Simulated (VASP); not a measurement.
# LiF in VASP: one cell, several levels of theory

Aim: gap, levels, forces and stress of LiF in the rocksalt structure, under +2.0 % biaxial strain in the (111) plane, free along [111] at fixed geometry. Runs: PBE, r2SCAN. The results are then set beside those of Ansatz 0.2.0 for the same cell.

Program: VASP 6.6.1. PAW datasets, plane waves. Spin-unpolarised throughout; all numbers are computed.

## (1) The system as given

The cell comes from an earlier relaxation with r2SCAN in another program, then strained, with the atoms relaxed again.

The symmetry is R-3m (No. 166, trigonal); conventional cell a = 2.878 Å, c = 6.857 Å, 8.20 Å³ an atom. Near Li stand 6 F at 2.02 Å; near F stand 6 Li at 2.02 Å.

Coordinates:

```
CELL_PARAMETERS angstrom
-0.03684 1.99793 1.99793
1.99793 -0.03684 1.99793
1.99793 1.99793 -0.03684
ATOMIC_POSITIONS crystal
Li 0.00000 0.00000 0.00000
F 0.50000 0.50000 0.50000
```

## (2) PBE

Input file INCAR:

```
ENCUT = 520.000000
SIGMA = 0.020000
EDIFF = 1.00e-07
GGA = PE
PREC = Accurate
IBRION = -1
ISIF = 2
ISMEAR = -1
NBANDS = 12
NELM = 120
NSW = 0
LASPH = .TRUE.
LCHARG = .TRUE.
LELF = .TRUE.
LWAVE = .FALSE.
LREAL = .FALSE.
```

Input file KPOINTS:

```
KPOINTS created by Atomic Simulation Environment
0
Gamma
10 10 10
0 0 0
```

Input file KPOINTS_OPT:

```
special points
6
Reciprocal
0.0000000000 0.0000000000 0.0000000000 1
0.5000000000 0.0000000000 0.5000000000 1
0.6250000000 0.2500000000 0.6250000000 1
0.3750000000 0.3750000000 0.7500000000 1
0.5000000000 0.5000000000 0.5000000000 1
0.5000000000 0.2500000000 0.7500000000 1
```

Input file POSCAR:

```
Li F
 1.0000000000000000
    -0.0368410052000000    1.9979281671000000    1.9979281671000000
     1.9979281671000000   -0.0368410052000000    1.9979281671000000
     1.9979281671000000    1.9979281671000000   -0.0368410052000000
 Li  F
   1   1
Cartesian
  0.0000000000000000  0.0000000000000000  0.0000000000000000
  1.9795076645000000  1.9795076645000000  1.9795076645000000
```

The run uses the recommended PBE PAW datasets (10 valence electrons a neutral cell).

Launch:

```console
> mpirun -np 1 vasp_std
```

Printed to the terminal (iteration lines stand in OSZICAR):

```text
POSCAR found type information on POSCAR LiF
 POSCAR found :  2 types and       2 ions
 LDA part: xc-table for (Slater+PW92), standard interpolation
 POSCAR, INCAR and KPOINTS ok, starting setup
 FFT: planning ... GRIDC
 FFT: planning ... GRID_SOFT
 FFT: planning ... GRID
 WAVECAR not read
 entering main loop
 Start KPOINTS_OPT (optional k-point list driver)
k-point batch [1-6\6]
```

OSZICAR:

```text
N       E                     dE             d eps       ncg     rms          rms(c)
DAV:   1     0.314260169982E+02    0.31426E+02   -0.53973E+03  2904   0.844E+02
DAV:   2    -0.906465013506E+01   -0.40491E+02   -0.39654E+02  3368   0.188E+02
DAV:   3    -0.101348758065E+02   -0.10702E+01   -0.10673E+01  3676   0.265E+01
DAV:   4    -0.101460120391E+02   -0.11136E-01   -0.11136E-01  3128   0.282E+00
DAV:   5    -0.101461485563E+02   -0.13652E-03   -0.13652E-03  3600   0.229E-01    0.454E+00
DAV:   6    -0.962406953096E+01    0.52208E+00   -0.25047E+00  3152   0.980E+00    0.139E+00
DAV:   7    -0.962832914550E+01   -0.42596E-02   -0.19337E-02  3736   0.120E+00    0.862E-01
DAV:   8    -0.963504653707E+01   -0.67174E-02   -0.15129E-02  3396   0.128E+00    0.112E-01
DAV:   9    -0.963506365289E+01   -0.17116E-04   -0.97427E-04  3224   0.280E-01    0.434E-02
DAV:  10    -0.963515706733E+01   -0.93414E-04   -0.13633E-04  3224   0.915E-02    0.169E-02
DAV:  11    -0.963515575187E+01    0.13155E-05   -0.75796E-06  3532   0.253E-02    0.214E-03
DAV:  12    -0.963515584064E+01   -0.88768E-07   -0.48671E-07  3296   0.601E-03
   1 F= -.96351558E+01 E0= -.96351558E+01  d E =-.108030E-13
       N       E                     dE             ncg
DAV:   1     0.105402397257E+04   -0.30708E+04      144
DAV:   2     0.834863607367E+03   -0.21916E+03      172
DAV:   3     0.829454930081E+03   -0.54087E+01      212
DAV:   4     0.829399151975E+03   -0.55778E-01      156
DAV:   5     0.829398535777E+03   -0.61620E-03      196
DAV:   6     0.829398527894E+03   -0.78832E-05      180
DAV:   7     0.829398527889E+03   -0.48019E-08      184
```

The lines after F= are the extra pass for the points of KPOINTS_OPT, at fixed density; their E is not a total energy.

OUTCAR, selected sections:

```text
k-points           NKPTS =    116   k-points in BZ     NKDIM =    116   number of bands    NBANDS=     12

   NELECT =      10.0000    total number of electrons

   dimension x,y,z NGX =    24 NGY =   24 NGZ =   24
   dimension x,y,z NGXF=    48 NGYF=   48 NGZF=   48

  energy-cutoff  :      520.00
  volume of cell :       16.39
      direct lattice vectors                 reciprocal lattice vectors
    -0.036841005  1.997928167  1.997928167    -0.243441471  0.248014765  0.248014765
     1.997928167 -0.036841005  1.997928167     0.248014765 -0.243441471  0.248014765
     1.997928167  1.997928167 -0.036841005     0.248014765  0.248014765 -0.243441471

 k-points in reciprocal lattice and weights: KPOINTS created by Atomic Simulation Env
   0.00000000  0.00000000  0.00000000       0.001
   0.10000000  0.00000000  0.00000000       0.006
   0.20000000  0.00000000  0.00000000       0.006
   0.30000000  0.00000000 -0.00000000       0.006
   0.40000000  0.00000000  0.00000000       0.006
   0.50000000  0.00000000 -0.00000000       0.003
   0.10000000  0.10000000  0.00000000       0.006
   0.20000000  0.10000000  0.00000000       0.012
[... 108 more k-points ...]

 E-fermi :  -0.4120

 k-point     1 :       0.0000    0.0000    0.0000
  band No.  band energies     occupation
      1     -41.9687      2.00000
      2     -21.0019      2.00000
      3      -1.0824      2.00000
      4      -1.0824      2.00000
      5      -0.9408      2.00000
      6       8.0196      0.00000
      7      22.7811      0.00000
      8      22.7811      0.00000
      9      22.9512      0.00000
     10      22.9512      0.00000
     11      23.0530      0.00000
     12      23.8931      0.00000

 k-point     2 :       0.1000    0.0000    0.0000
  band No.  band energies     occupation
      1     -41.9632      2.00000
      2     -20.9640      2.00000
      3      -1.3539      2.00000
      4      -1.1018      2.00000
      5      -0.9773      2.00000
      6       8.3120      0.00000
      7      20.0544      0.00000
      8      21.5219      0.00000
      9      21.8879      0.00000
     10      24.0075      0.00000
     11      24.3967      0.00000
     12      24.7451      0.00000

 k-point     3 :       0.2000    0.0000    0.0000
  band No.  band energies     occupation
      1     -41.9492      2.00000
      2     -20.8639      2.00000
      3      -2.0314      2.00000
      4      -1.1515      2.00000
      5      -1.0424      2.00000
      6       8.9622      0.00000
      7      17.6359      0.00000
      8      20.0777      0.00000
      9      20.4107      0.00000
     10      25.3123      0.00000
     11      25.3603      0.00000
     12      26.1260      0.00000

 k-point     4 :       0.3000    0.0000   -0.0000
  band No.  band energies     occupation
      1     -41.9317      2.00000
      2     -20.7348      2.00000
      3      -2.7848      2.00000
      4      -1.2107      2.00000
      5      -1.1168      2.00000
      6       9.5246      0.00000
      7      16.1773      0.00000
      8      18.8593      0.00000
      9      19.1811      0.00000
     10      26.7027      0.00000
     11      26.9699      0.00000
     12      27.8021      0.00000

 k-point     5 :       0.4000    0.0000    0.0000
  band No.  band energies     occupation
      1     -41.9176      2.00000
      2     -20.6260      2.00000
      3      -3.3461      2.00000
      4      -1.2568      2.00000
      5      -1.1747      2.00000
      6       9.7333      0.00000
      7      15.6415      0.00000
      8      18.0686      0.00000
      9      18.3905      0.00000
     10      28.2816      0.00000
     11      28.7151      0.00000
     12      29.5151      0.00000

 k-point     6 :       0.5000    0.0000   -0.0000
  band No.  band energies     occupation
      1     -41.9123      2.00000
      2     -20.5838      2.00000
      3      -3.5518      2.00000
      4      -1.2740      2.00000
      5      -1.1964      2.00000
      6       9.7472      0.00000
      7      15.5623      0.00000
      8      17.7963      0.00000
      9      18.1191      0.00000
     10      29.3409      0.00000
     11      29.6080      0.00000
     12      30.3762      0.00000

 k-point     7 :       0.1000    0.1000    0.0000
  band No.  band energies     occupation
      1     -41.9613      2.00000
      2     -20.9491      2.00000
      3      -1.3086      2.00000
      4      -1.1844      2.00000
      5      -1.0696      2.00000
      6       8.4321      0.00000
      7      20.8719      0.00000
      8      20.8837      0.00000
      9      21.3734      0.00000
     10      21.6726      0.00000
     11      25.7601      0.00000
     12      26.1433      0.00000

 k-point     8 :       0.2000    0.1000    0.0000
  band No.  band energies     occupation
      1     -41.9502      2.00000
      2     -20.8659      2.00000
      3      -1.8489      2.00000
      4      -1.2297      2.00000
      5      -1.1564      2.00000
      6       9.0218      0.00000
      7      18.2680      0.00000
      8      20.1941      0.00000
      9      20.4489      0.00000
     10      22.1089      0.00000
     11      26.9731      0.00000
     12      27.6763      0.00000

 k-point     9 :       0.3000    0.1000   -0.0000
  band No.  band energies     occupation
      1     -41.9339      2.00000
      2     -20.7419      2.00000
      3      -2.5778      2.00000
      4      -1.3084      2.00000
      5      -1.2372      2.00000
      6       9.7010      0.00000
      7      16.4355      0.00000
      8      19.0303      0.00000
      9      19.4294      0.00000
     10      23.6119      0.00000
     11      28.2200      0.00000
     12      28.9673      0.00000

 k-point    10 :       0.4000    0.1000    0.0000
  band No.  band energies     occupation
      1     -41.9188      2.00000
      2     -20.6230      2.00000
      3      -3.1877      2.00000
      4      -1.4038      2.00000
      5      -1.2972      2.00000
      6      10.0913      0.00000
      7      15.5573      0.00000
      8      18.2208      0.00000
      9      18.6344      0.00000
     10      25.4289      0.00000
     11      29.5837      0.00000
     12      30.2016      0.00000

[... the tables of k-points 11 to 116 left out ...]

  Total        0.1449979      0.1449979      0.1449979      0.1119320      0.1119320      0.1119320
  in kB       14.1727763     14.1727763     14.1727763     10.9407572     10.9407572     10.9407572
  external PRESSURE =      14.1727763 kB  Pullay stress =       0.0000000 kB

 POSITION                                       TOTAL-FORCE (eV/Angst)
 -----------------------------------------------------------------------------------
      0.00000      0.00000      0.00000         0.000000      0.000000     -0.000000
      1.97951      1.97951      1.97951        -0.000000     -0.000000      0.000000
 -----------------------------------------------------------------------------------
    total drift:                               -0.000000     -0.000000      0.000000

  FREE ENERGIE OF THE ION-ELECTRON SYSTEM (eV)
  ---------------------------------------------------
  free  energy   TOTEN  =        -9.6351558406 eV

  energy  without entropy=       -9.6351558406  energy(sigma->0) =       -9.63515584
```

Hardware: 1 MPI rank of Intel Xeon Platinum 8488C, shared host.

The levels at the points of KPOINTS_OPT are read from vasprun.xml.

Band energies at the special points (eV, zero at the top of v, the last band that the electrons fill by count):

| point | v−1 | v | c | c+1 |
| --- | --- | --- | --- | --- |
| Γ | -0.14 | 0.00 | 8.96 | 23.72 |
| X | -1.17 | -1.00 | 14.67 | 16.34 |
| U | -1.61 | -0.89 | 14.27 | 14.81 |
| K | -1.61 | -0.89 | 14.27 | 14.81 |
| L | -0.40 | -0.40 | 10.56 | 16.91 |
| W | -2.14 | -0.89 | 14.81 | 15.04 |

The PBE gap is 8.96 eV, direct at Γ. Pressure: 1.42 GPa; the forces vanish within 0.01 eV/Å.

The maps below are laid out on this run's own conventional cell (a, b, c = 2.878, 2.878, 6.857 Å).

Density in a lattice plane of the grid's cell (edges 2.88 and 6.86 Å, at 0.000 of the third edge), which holds Li and F.

Ten even steps from ' ' (0.04 e/Å³) to '@' (13.98 e/Å³):
```
::..              ..
                    
                    
                    
                    
                    
                    
                    
++--..          ..--
@@**..          ..**
++--..          ..--
                    
                    
                    
                    
                    
                    
                    
::..              ..
##--              --
```
Columns run along the first of these edges and rows up along the second, over one cell in 10 and 20 even steps from the bottom left corner. Atoms in the plane (fractional): Li at (0.00, 0.00), F at (0.00, 0.50).

ELF in the same plane.

Values, 12 rows by 6 columns:
```
0.24 0.01 0.27 0.47 0.27 0.01
0.01 0.10 0.55 0.72 0.55 0.10
0.02 0.04 0.27 0.40 0.27 0.04
0.28 0.13 0.02 0.01 0.02 0.13
0.82 0.77 0.29 0.02 0.29 0.77
0.47 0.80 0.55 0.02 0.55 0.80
0.82 0.77 0.29 0.02 0.29 0.77
0.28 0.13 0.02 0.01 0.02 0.13
0.02 0.04 0.27 0.40 0.27 0.04
0.01 0.10 0.55 0.72 0.55 0.10
0.24 0.01 0.27 0.47 0.27 0.01
1.00 0.48 0.02 0.03 0.02 0.48
```
Columns run along the first of these edges and rows up along the second, over one cell in 6 and 12 even steps from the bottom left corner. Atoms in the plane (fractional): Li at (0.00, 0.00), F at (0.00, 0.50).

Both are smooth fields of the valence electrons: close to the nuclei they are not physical.

Maxima of ELF outside the ion cores: 0.83 in the shell around F, 0.6 Å from F.

[end of part 1 of 2]
